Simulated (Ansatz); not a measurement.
Crystal: As.

```
As
1.0
     1.88080    1.08588    3.51406
    -1.88080    1.08588    3.51406
     0.00000   -2.17176    3.51406
As
2
Direct
  0.22600 0.22600 0.22600
  0.77400 0.77400 0.77400
```

Base run:

- Program: Ansatz 0.2.0
- Functional: LDA
- Potentials or basis: Ansatz PAW
- Cutoff: 420 eV (not typed: the program's choice for these potentials)
- k mesh: 9 × 9 × 9
- Occupations: fermi-dirac, width 0.05 eV
- Spin: no spin polarisation

Its results: band gap on the k mesh none (metal or under the smearing width); pressure -1.4 GPa; largest force 0.261 eV/Å.

Task: The run is repeated on the same cell with these changes: functional from LDA to r2SCAN; cutoff from 420 eV (not typed: the program's choice for these potentials) to 500 eV (not typed: the program's choice for these potentials). What comes out?

Result: Band gap on the k mesh none (metal or under the smearing width); pressure 1.9 GPa; largest force 0.150 eV/Å.

Caveats: the PAW data sets come from PBE, with cores solved anew for the run's functional, which leaves a small shift of forces and pressure.
